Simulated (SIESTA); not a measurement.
Runs of SIESTA 5.4.2 on In. The cell holds a slab with vacuum, 6 atoms: a = 3.364 Å, b = 3.364 Å, c = 28.500 Å, α = 90.00°, β = 90.00°, γ = 120.00°. The slab is cut from a database's or a generator's crystal, which needn't be the stable form of the element.

```csv
level,potentials or basis,gap on the mesh (eV),largest force (eV/Å),work function (eV)
AM05,"PseudoDojo 0.4 standard (PBEsol files), DZP (energy shift 0.003 Ry; two zetas on semicore shells)",none,0.12,3.93
PBEsol,"PseudoDojo 0.4 standard (PBEsol files), DZP (energy shift 0.003 Ry; two zetas on semicore shells)",none,0.11,4.03
WC,"PseudoDojo 0.4 standard (PBEsol files), DZP (energy shift 0.003 Ry; two zetas on semicore shells)",none,0.11,4.03
BLYP,"PseudoDojo 0.4 standard (PBE files), DZP (energy shift 0.003 Ry; two zetas on semicore shells)",none,0.49,(a)
RPBE,"PseudoDojo 0.4 standard (PBE files), DZP (energy shift 0.003 Ry; two zetas on semicore shells)",none,0.36,3.80
PW91,"PseudoDojo 0.4 standard (PBE files), DZP (energy shift 0.003 Ry; two zetas on semicore shells)",none,0.26,3.97
revPBE,"PseudoDojo 0.4 standard (PBE files), DZP (energy shift 0.003 Ry; two zetas on semicore shells)",none,0.33,(b)
LDA,"PseudoDojo 0.4 standard (LDA files), DZP (energy shift 0.003 Ry; two zetas on semicore shells)",none,0.12,4.22
```

Alike in all rows: task single point; no spin polarisation; cell as given; k mesh 9 × 9 × 1; smearing fermi-dirac 0.05 eV; grid cutoff 500 Ry; energy shift 0.003 Ry.

Task: Estimate the missing entries.

Result: (a) 3.60; (b) 3.82.

Caveats: the basis of atomic orbitals isn't converged, which shifts pressures, moduli and gaps; the potentials were made for another functional, which shifts forces and pressure (some runs).

A k mesh can miss the band edges, and the runs leave out spin-orbit coupling on In.

A gap of «none» marks a metal or a gap under the smearing width.

Runs at the PBE level aren't shown here.
